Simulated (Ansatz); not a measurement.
# Ga8N7: the cost of one run

Program: Ansatz 0.2.0. Level of theory: DFT PBE, scalar-relativistic, plane waves, PAW. These are calculated values, not measurements.

3 further runs of the same task are left out: 3 set aside as unsound or not needed.

### 1 Starting point

The structure is hexagonal, space group P6_3mc (No. 186). The conventional cell has a = 3.218 Å, b = 3.218 Å, c = 5.243 Å, α = 90.00°, β = 90.00°, γ = 120.00°. Around Ga (site symmetry 3m) lie 4 N at 1.97 to 1.98 Å. Around N (site symmetry 3m) lie 4 Ga at 1.97 to 1.98 Å.

Coordinates:

```cif
data_structure
_symmetry_space_group_name_H-M 'P6_3mc'
_symmetry_Int_Tables_number 186
_cell_length_a 3.2184
_cell_length_b 3.2184
_cell_length_c 5.2432
_cell_angle_alpha 90.000
_cell_angle_beta 90.000
_cell_angle_gamma 120.000
_cell_volume 47.03
loop_
_atom_site_label
_atom_site_type_symbol
_atom_site_symmetry_multiplicity
_atom_site_Wyckoff_symbol
_atom_site_fract_x
_atom_site_fract_y
_atom_site_fract_z
_atom_site_occupancy
Ga1 Ga 2 b 0.66667 0.33333 0.49913 1
N1 N 2 b 0.66667 0.33333 0.87587 1
```

It goes back to an entry of the Materials Project.

This cell was relaxed beforehand with the same method: volume 11.76 Å³/atom, gap on the mesh 1.71 eV.

The host's static dielectric tensor, from an earlier linear-response run, has a mean of 10.89.

The perfect supercell (rows 0 0 1; 2 2 0; -2 0 0 in vectors of this cell) was computed beforehand with the same settings: E(σ→0) = -33338.4409 eV for 16 atoms, gap 1.61 eV on its own mesh.

### 2 Making the defect

The atom at (0.876, 0.167, 0.333) of the supercell is taken out. The other atoms start on their ideal sites. Its neighbours are 3 Ga at 1.97 Å, 1 Ga at 1.98 Å.

### 3 Relaxing the defect, charge 0

Contents of input.yaml:

```yaml
crystal:
  lattice:
    - [0.0, 0.0, 5.2431684095]
    - [3.2183708159, 5.5743817708, 0.0]
    - [-6.4367416318, -1.0e-10, 0.0]
  atoms:
    - { symbol: Ga, position: [0.4991348631, 0.1666666667, 0.3333333333], spin: 0.25 }
    - { symbol: Ga, position: [0.4991348631, 0.1666666667, 0.8333333333] }
    - { symbol: Ga, position: [0.4991348631, 0.6666666667, 0.3333333333] }
    - { symbol: Ga, position: [0.4991348631, 0.6666666667, 0.8333333333] }
    - { symbol: Ga, position: [0.9991348631, 0.3333333333, 0.6666666667], spin: 0.25 }
    - { symbol: Ga, position: [0.9991348631, 0.3333333333, 0.1666666667], spin: 0.25 }
    - { symbol: Ga, position: [0.9991348631, 0.8333333333, 0.6666666667] }
    - { symbol: Ga, position: [0.9991348631, 0.8333333333, 0.1666666667], spin: 0.25 }
    - { symbol: "N", position: [0.8758651369, 0.1666666667, 0.8333333333] }
    - { symbol: "N", position: [0.8758651369, 0.6666666667, 0.3333333333] }
    - { symbol: "N", position: [0.8758651369, 0.6666666667, 0.8333333333] }
    - { symbol: "N", position: [0.3758651369, 0.3333333333, 0.6666666667] }
    - { symbol: "N", position: [0.3758651369, 0.3333333333, 0.1666666667] }
    - { symbol: "N", position: [0.3758651369, 0.8333333333, 0.6666666667] }
    - { symbol: "N", position: [0.3758651369, 0.8333333333, 0.1666666667] }
  host:
    lattice:
      - [3.2183708159, 0.0, 0.0]
      - [-1.609185408, 2.7871908854, 0.0]
      - [0.0, 0.0, 5.2431684095]
    atoms:
      - { symbol: Ga, position: [0.6666666667, 0.3333333333, 0.4991348631] }
      - { symbol: Ga, position: [0.3333333333, 0.6666666667, 0.9991348631] }
      - { symbol: "N", position: [0.6666666667, 0.3333333333, 0.8758651369] }
      - { symbol: "N", position: [0.3333333333, 0.6666666667, 0.3758651369] }
basis:
  ecutwfc: 420
  xc_grid: 2
kpoints:
  mp_grid: { grid: [1, 1, 1], shift: [0.0, 0.0, 0.0] }
hamiltonian:
  xc: pbe
scf:
  occupations: { method: gaussian, width: 0.01 }
output:
  forces: true
  stress: false
  eigenvalues: true
  populations: true
  charged_corrections:
    defect_position: [0.87586514, 0.16666667, 0.33333333]
    epsilon: [[10.4928, 0.0, 0.0], [0.0, 10.4928, 0.0], [0.0, 0.0, 11.6882]]
magnetization:
  spin_polarized: true
relax:
  adjacent_minimum: "off"
  f_tol: 0.025
  max_steps: 45
```

Started as:

```
$ ansatz run input.yaml --threads 4 --pin off --max-ram 10240MiB --backend cpu --events-out ev --progress --plain --runs-dir out
```

What time and memory should one allow on 4 threads of AMD EPYC 9R45 (Zen 5), shared host?

About 2.5 s, with a peak of 0.49 GiB.
